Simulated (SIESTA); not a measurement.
## MgO under changes of volume

One of the cells (9.221 Å³/atom); the others are scaled copies at fixed shape and fractional positions:

```
CELL_PARAMETERS angstrom
0.00000 2.09700 2.09700
2.09700 0.00000 2.09700
2.09700 2.09700 0.00000
ATOMIC_POSITIONS crystal
Mg 0.00000 0.00000 0.00000
O 0.50000 0.50000 0.50000
```

The cell is a database's computed one.

- Program: SIESTA 5.4.2
- Functional: PBEsol
- Potentials or basis: PseudoDojo 0.4 standard (PBEsol files)
- Basis: DZP (energy shift 0.003 Ry; two zetas on semicore shells)
- Grid cutoff: 800 Ry
- Energy shift: 0.003 Ry
- k mesh: 11 × 11 × 11
- Occupations: fermi-dirac, width 0.05 eV
- Spin: no spin polarisation

```tsv
volume (Å³/atom)	energy over the lowest point (meV/atom)	pressure (GPa)	gap on the mesh (eV)
8.668	45.23	17.9	5.31
8.853	?	?	?
9.037	14.25	9.4	4.88
9.221	5.55	5.7	4.68
9.406	0.95	2.4	4.48
9.590	0.00	-0.7	4.30
9.775	2.33	-3.3	4.12
```

Problem. What does the run at 8.853 Å³/atom give?

Solution. Energy over the lowest point 27.26 meV/atom; pressure 13.4 GPa; gap on the mesh 5.09 eV.

Worked out: A Birch-Murnaghan fit of order 3 (a polynomial in V^(-2/3)) to the other rows has its minimum at 9.55 Å³/atom with B0 = V·E''(V) = 153 GPa and B' = 3.9. It gives 27.25 meV/atom at 8.853 Å³/atom, against the run's 27.26, and -dE/dV = 13.4 GPa, against 13.4. A straight line through the other rows of the gap, of slope -9.91 eV per unit of ln V (its deformation potential), gives 5.09 eV, against the run's 5.09.

Energies are extrapolated to zero smearing.

Caveats: an odd mesh through Γ misses points on the zone boundary, where band edges often lie; the basis of atomic orbitals isn't converged, which shifts pressures, moduli and gaps.
